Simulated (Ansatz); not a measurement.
Born–Oppenheimer molecular dynamics of a periodic cell of 16 atoms, CsBr (host CsBr, host structure Pm-3m). It starts from a structure without forces on its atoms.

Theory: Ansatz, DFT PBE, scalar-relativistic, plane waves, PAW. Settings: accuracy low, cutoff 420 eV, k mesh 1x1x1, fermi-dirac smearing 0.05 eV, no spin polarisation.

```yaml
ensemble: NVE (velocity Verlet)
time_step: 3 fs
steps_asked: 400
starting_velocities_drawn_for: 1000 K
seed: 819923
```

Frames 3 fs apart, positions in Å, forces in eV/Å.

Velocities at 870.0 fs (Å/ps):

```
Cs 1.32 -0.95 -0.38
Br 0.87 -1.86 -0.71
Cs -3.86 2.32 0.12
Br 2.31 -4.31 2.48
Cs -1.96 -0.07 1.01
Br -1.28 2.40 3.83
Cs 0.16 0.47 -4.06
Br -0.98 -2.10 3.64
Cs -0.46 1.16 -1.75
Br -4.22 -0.25 1.51
Cs 2.23 -0.65 -0.27
Br 4.46 -3.01 -1.18
Cs 0.70 0.85 2.03
Br 2.08 1.65 -2.23
Cs -0.04 -2.06 1.66
Br -0.07 5.70 -4.62
```

```xyz
16
Lattice="8.6512 0.0000 0.0000 0.0000 8.6512 0.0000 0.0000 0.0000 8.6512" Properties=species:S:1:pos:R:3:forces:R:3 time_fs=870.0 energy_less_start_eV=0.682 T=648
Cs -0.011 -0.054 -0.012 -0.18 -0.17 0.08
Br 2.258 2.281 2.160 0.07 -0.12 0.00
Cs 0.362 0.174 4.076 -0.48 -0.24 0.15
Br 1.761 2.029 6.810 0.53 0.27 -0.31
Cs -0.010 4.303 0.145 -0.32 -0.03 -0.14
Br 2.082 6.458 1.935 0.03 0.18 0.29
Cs 0.238 4.124 4.162 -0.21 0.29 0.28
Br 1.934 6.498 6.391 0.09 -0.04 -0.16
Cs 4.489 0.132 -0.132 -0.10 -0.01 0.04
Br 6.148 2.141 2.423 0.32 0.15 -0.28
Cs 4.206 -0.028 4.221 0.20 -0.07 0.14
Br 6.631 1.893 6.366 -0.18 0.02 -0.07
Cs 3.991 4.534 -0.035 0.22 -0.25 0.05
Br 6.419 6.696 2.203 0.02 -0.14 0.22
Cs 4.630 4.388 4.545 -0.13 -0.01 -0.15
Br 6.386 6.160 6.870 0.10 0.17 -0.14
16
Lattice="8.6512 0.0000 0.0000 0.0000 8.6512 0.0000 0.0000 0.0000 8.6512" Properties=species:S:1:pos:R:3:forces:R:3 time_fs=873.0 energy_less_start_eV=0.684 T=647
Cs -0.007 -0.057 -0.013 -0.19 -0.18 0.09
Br 2.261 2.275 2.158 0.06 -0.11 0.00
Cs 0.350 0.181 4.076 -0.46 -0.25 0.16
Br 1.768 2.016 6.817 0.53 0.30 -0.32
Cs -0.016 4.303 0.148 -0.31 -0.03 -0.16
Br 2.079 6.465 1.947 0.04 0.15 0.28
Cs 0.238 4.125 4.150 -0.20 0.30 0.30
Br 1.931 6.492 6.402 0.09 -0.05 -0.17
Cs 4.488 0.136 -0.137 -0.10 -0.01 0.04
Br 6.135 2.140 2.427 0.34 0.17 -0.30
Cs 4.213 -0.030 4.221 0.17 -0.09 0.15
Br 6.645 1.884 6.362 -0.18 0.04 -0.06
Cs 3.994 4.537 -0.029 0.22 -0.23 0.05
Br 6.425 6.701 2.196 0.02 -0.15 0.22
Cs 4.630 4.381 4.550 -0.13 0.00 -0.14
Br 6.385 6.177 6.856 0.09 0.14 -0.13
16
Lattice="8.6512 0.0000 0.0000 0.0000 8.6512 0.0000 0.0000 0.0000 8.6512" Properties=species:S:1:pos:R:3:forces:R:3 time_fs=876.0 energy_less_start_eV=0.687 T=646
Cs -0.003 -0.060 -0.014 -0.19 -0.19 0.09
Br 2.264 2.270 2.155 0.05 -0.10 0.00
Cs 0.338 0.188 4.077 -0.44 -0.26 0.16
Br 1.776 2.003 6.824 0.54 0.33 -0.34
Cs -0.022 4.303 0.151 -0.30 -0.03 -0.18
Br 2.075 6.472 1.959 0.05 0.13 0.26
Cs 0.239 4.127 4.138 -0.20 0.30 0.31
Br 1.928 6.485 6.413 0.09 -0.06 -0.17
Cs 4.486 0.139 -0.142 -0.09 -0.01 0.05
Br 6.123 2.140 2.431 0.36 0.18 -0.31
Cs 4.220 -0.032 4.220 0.15 -0.10 0.16
Br 6.658 1.875 6.359 -0.19 0.07 -0.06
Cs 3.996 4.539 -0.023 0.22 -0.21 0.05
Br 6.432 6.705 2.190 0.01 -0.16 0.21
Cs 4.629 4.375 4.555 -0.14 0.01 -0.13
Br 6.385 6.194 6.841 0.08 0.12 -0.11
16
Lattice="8.6512 0.0000 0.0000 0.0000 8.6512 0.0000 0.0000 0.0000 8.6512" Properties=species:S:1:pos:R:3:forces:R:3 time_fs=879.0 energy_less_start_eV=0.691 T=644
Cs 0.001 -0.063 -0.015 -0.20 -0.19 0.10
Br 2.267 2.264 2.153 0.04 -0.09 0.01
Cs 0.326 0.194 4.077 -0.41 -0.27 0.16
Br 1.784 1.991 6.831 0.54 0.35 -0.35
Cs -0.029 4.303 0.153 -0.29 -0.02 -0.19
Br 2.071 6.480 1.971 0.06 0.10 0.25
Cs 0.239 4.129 4.127 -0.19 0.30 0.33
Br 1.925 6.479 6.423 0.09 -0.06 -0.18
Cs 4.485 0.142 -0.148 -0.09 -0.02 0.05
Br 6.111 2.139 2.435 0.37 0.19 -0.32
Cs 4.226 -0.034 4.220 0.13 -0.12 0.17
Br 6.671 1.866 6.355 -0.20 0.09 -0.05
Cs 3.998 4.541 -0.017 0.22 -0.19 0.05
Br 6.438 6.710 2.184 0.00 -0.17 0.21
Cs 4.629 4.369 4.560 -0.14 0.02 -0.12
Br 6.385 6.212 6.827 0.07 0.09 -0.10
16
Lattice="8.6512 0.0000 0.0000 0.0000 8.6512 0.0000 0.0000 0.0000 8.6512" Properties=species:S:1:pos:R:3:forces:R:3 time_fs=882.0 energy_less_start_eV=0.696 T=641
Cs 0.004 -0.066 -0.016 -0.20 -0.20 0.11
Br 2.269 2.258 2.151 0.03 -0.07 0.01
Cs 0.313 0.200 4.078 -0.39 -0.28 0.16
Br 1.793 1.980 6.837 0.54 0.38 -0.36
Cs -0.035 4.302 0.156 -0.27 -0.02 -0.21
Br 2.067 6.488 1.984 0.07 0.08 0.23
Cs 0.239 4.131 4.115 -0.19 0.30 0.34
Br 1.923 6.473 6.434 0.09 -0.07 -0.19
Cs 4.483 0.146 -0.153 -0.09 -0.02 0.05
Br 6.100 2.139 2.438 0.39 0.20 -0.34
Cs 4.234 -0.036 4.219 0.10 -0.13 0.18
Br 6.683 1.857 6.351 -0.21 0.11 -0.04
Cs 4.001 4.543 -0.011 0.22 -0.18 0.05
Br 6.444 6.714 2.178 0.00 -0.18 0.21
Cs 4.628 4.363 4.565 -0.14 0.03 -0.11
Br 6.386 6.229 6.813 0.06 0.07 -0.09
16
Lattice="8.6512 0.0000 0.0000 0.0000 8.6512 0.0000 0.0000 0.0000 8.6512" Properties=species:S:1:pos:R:3:forces:R:3 time_fs=885.0 energy_less_start_eV=0.703 T=638
Cs 0.008 -0.070 -0.017 -0.20 -0.20 0.11
Br 2.272 2.252 2.149 0.01 -0.06 0.01
Cs 0.300 0.207 4.079 -0.36 -0.29 0.16
Br 1.803 1.968 6.843 0.54 0.40 -0.37
Cs -0.042 4.302 0.159 -0.26 -0.02 -0.22
Br 2.064 6.495 1.996 0.08 0.05 0.22
Cs 0.239 4.133 4.104 -0.18 0.30 0.35
Br 1.920 6.466 6.444 0.09 -0.08 -0.19
Cs 4.482 0.149 -0.158 -0.08 -0.03 0.06
Br 6.089 2.139 2.441 0.41 0.21 -0.35
Cs 4.241 -0.038 4.219 0.08 -0.14 0.19
Br 6.696 1.849 6.348 -0.22 0.13 -0.03
Cs 4.004 4.545 -0.005 0.21 -0.16 0.05
Br 6.450 6.718 2.172 -0.01 -0.20 0.21
Cs 4.628 4.357 4.569 -0.15 0.03 -0.10
Br 6.386 6.247 6.799 0.05 0.04 -0.08
16
Lattice="8.6512 0.0000 0.0000 0.0000 8.6512 0.0000 0.0000 0.0000 8.6512" Properties=species:S:1:pos:R:3:forces:R:3 time_fs=888.0 energy_less_start_eV=0.710 T=634
Cs 0.011 -0.073 -0.018 -0.21 -0.20 0.11
Br 2.275 2.246 2.147 0.00 -0.05 0.01
Cs 0.287 0.213 4.080 -0.33 -0.30 0.16
Br 1.813 1.957 6.848 0.53 0.42 -0.38
Cs -0.049 4.302 0.161 -0.25 -0.02 -0.24
Br 2.060 6.503 2.009 0.09 0.03 0.20
Cs 0.238 4.136 4.093 -0.18 0.30 0.37
Br 1.918 6.459 6.454 0.09 -0.09 -0.20
Cs 4.480 0.153 -0.163 -0.08 -0.03 0.06
Br 6.079 2.140 2.444 0.42 0.22 -0.36
Cs 4.248 -0.041 4.219 0.06 -0.16 0.20
Br 6.708 1.840 6.344 -0.23 0.16 -0.02
Cs 4.007 4.547 0.002 0.21 -0.14 0.05
Br 6.457 6.723 2.167 -0.02 -0.21 0.21
Cs 4.627 4.351 4.574 -0.15 0.04 -0.09
Br 6.386 6.264 6.784 0.04 0.02 -0.07
16
Lattice="8.6512 0.0000 0.0000 0.0000 8.6512 0.0000 0.0000 0.0000 8.6512" Properties=species:S:1:pos:R:3:forces:R:3 time_fs=891.0 energy_less_start_eV=0.718 T=630
Cs 0.014 -0.077 -0.018 -0.21 -0.20 0.12
Br 2.278 2.240 2.145 -0.01 -0.04 0.02
Cs 0.274 0.218 4.081 -0.30 -0.30 0.15
Br 1.823 1.947 6.853 0.53 0.44 -0.39
Cs -0.056 4.301 0.163 -0.24 -0.02 -0.25
Br 2.057 6.511 2.023 0.10 0.01 0.19
Cs 0.238 4.138 4.082 -0.17 0.30 0.38
Br 1.915 6.452 6.463 0.09 -0.10 -0.20
Cs 4.478 0.156 -0.168 -0.07 -0.04 0.06
Br 6.069 2.140 2.446 0.44 0.23 -0.38
Cs 4.255 -0.043 4.218 0.04 -0.17 0.21
Br 6.720 1.832 6.340 -0.24 0.18 -0.01
Cs 4.010 4.549 0.008 0.20 -0.12 0.05
Br 6.463 6.726 2.162 -0.02 -0.22 0.20
Cs 4.627 4.345 4.578 -0.16 0.05 -0.08
Br 6.386 6.282 6.769 0.03 0.00 -0.06
16
Lattice="8.6512 0.0000 0.0000 0.0000 8.6512 0.0000 0.0000 0.0000 8.6512" Properties=species:S:1:pos:R:3:forces:R:3 time_fs=894.0 energy_less_start_eV=0.727 T=625
Cs 0.017 -0.081 -0.019 -0.21 -0.20 0.12
Br 2.281 2.233 2.143 -0.03 -0.03 0.02
Cs 0.261 0.224 4.082 -0.28 -0.31 0.15
Br 1.835 1.937 6.858 0.52 0.46 -0.40
Cs -0.063 4.301 0.165 -0.22 -0.02 -0.27
Br 2.054 6.519 2.036 0.11 -0.01 0.17
Cs 0.238 4.141 4.072 -0.17 0.30 0.39
Br 1.913 6.446 6.473 0.09 -0.11 -0.20
Cs 4.476 0.160 -0.173 -0.06 -0.05 0.07
Br 6.059 2.141 2.448 0.45 0.24 -0.39
Cs 4.262 -0.046 4.219 0.02 -0.18 0.21
Br 6.731 1.824 6.336 -0.25 0.21 0.00
Cs 4.013 4.550 0.014 0.20 -0.11 0.05
Br 6.469 6.730 2.157 -0.03 -0.23 0.20
Cs 4.626 4.338 4.583 -0.16 0.06 -0.07
Br 6.386 6.300 6.755 0.02 -0.03 -0.06
16
Lattice="8.6512 0.0000 0.0000 0.0000 8.6512 0.0000 0.0000 0.0000 8.6512" Properties=species:S:1:pos:R:3:forces:R:3 time_fs=897.0 energy_less_start_eV=0.737 T=620
Cs 0.020 -0.085 -0.019 -0.20 -0.19 0.12
Br 2.284 2.227 2.141 -0.04 -0.01 0.02
Cs 0.247 0.229 4.083 -0.25 -0.32 0.14
Br 1.847 1.928 6.862 0.51 0.47 -0.40
Cs -0.071 4.301 0.167 -0.21 -0.02 -0.28
Br 2.050 6.527 2.050 0.12 -0.03 0.16
Cs 0.237 4.144 4.061 -0.16 0.30 0.40
Br 1.911 6.439 6.482 0.09 -0.11 -0.20
Cs 4.474 0.163 -0.178 -0.05 -0.05 0.08
Br 6.050 2.142 2.449 0.47 0.25 -0.40
Cs 4.269 -0.048 4.219 0.00 -0.19 0.22
Br 6.743 1.816 6.332 -0.26 0.23 0.01
Cs 4.016 4.552 0.021 0.19 -0.09 0.05
Br 6.475 6.733 2.152 -0.04 -0.24 0.20
Cs 4.625 4.332 4.587 -0.17 0.06 -0.06
Br 6.387 6.318 6.740 0.01 -0.05 -0.05
16
Lattice="8.6512 0.0000 0.0000 0.0000 8.6512 0.0000 0.0000 0.0000 8.6512" Properties=species:S:1:pos:R:3:forces:R:3 time_fs=900.0 energy_less_start_eV=0.747 T=615
Cs 0.023 -0.088 -0.020 -0.20 -0.19 0.12
Br 2.286 2.221 2.139 -0.06 0.00 0.03
Cs 0.233 0.235 4.084 -0.21 -0.32 0.13
Br 1.859 1.919 6.865 0.49 0.49 -0.41
Cs -0.078 4.300 0.169 -0.20 -0.02 -0.29
Br 2.047 6.535 2.063 0.13 -0.05 0.14
Cs 0.236 4.147 4.051 -0.16 0.30 0.40
Br 1.909 6.431 6.491 0.09 -0.12 -0.20
Cs 4.473 0.166 -0.183 -0.04 -0.06 0.08
Br 6.042 2.144 2.450 0.48 0.26 -0.41
Cs 4.277 -0.051 4.219 -0.02 -0.20 0.23
Br 6.754 1.808 6.328 -0.27 0.26 0.03
Cs 4.020 4.553 0.027 0.18 -0.08 0.06
Br 6.481 6.736 2.147 -0.04 -0.25 0.19
Cs 4.624 4.326 4.591 -0.17 0.07 -0.05
Br 6.387 6.335 6.725 0.00 -0.07 -0.04
16
Lattice="8.6512 0.0000 0.0000 0.0000 8.6512 0.0000 0.0000 0.0000 8.6512" Properties=species:S:1:pos:R:3:forces:R:3 time_fs=903.0 energy_less_start_eV=0.758 T=609
Cs 0.025 -0.093 -0.020 -0.20 -0.18 0.12
Br 2.289 2.215 2.137 -0.07 0.01 0.03
Cs 0.219 0.240 4.086 -0.18 -0.33 0.12
Br 1.872 1.910 6.869 0.48 0.50 -0.42
Cs -0.086 4.300 0.170 -0.18 -0.02 -0.30
Br 2.045 6.543 2.077 0.14 -0.07 0.13
Cs 0.236 4.151 4.042 -0.16 0.30 0.41
Br 1.907 6.424 6.500 0.09 -0.13 -0.20
Cs 4.471 0.170 -0.188 -0.04 -0.07 0.09
Br 6.034 2.145 2.451 0.49 0.26 -0.42
Cs 4.284 -0.054 4.220 -0.04 -0.21 0.23
Br 6.765 1.801 6.324 -0.29 0.28 0.05
Cs 4.023 4.555 0.034 0.18 -0.06 0.06
Br 6.488 6.739 2.143 -0.05 -0.26 0.19
Cs 4.623 4.321 4.596 -0.18 0.07 -0.04
Br 6.388 6.353 6.710 0.00 -0.09 -0.04
```

Of the whole run (1200 fs, mean temperature of the second half 549 K): The conserved energy stayed within 0.04 meV per atom of its start (net change 0.0064 meV per atom), so the integration is sound. The temperature averaged 0.55 of the 1000 K drawn at the start: a run that starts near a minimum puts about half its kinetic energy into the potential. A run of 1.2 ps of so small a system gives no equilibrium averages. Limits of this set-up: coarse k mesh, low accuracy level.

The run took 15 min on 1 thread of Arm Neoverse V1, with other jobs on the host, peak memory 0.6 GiB.
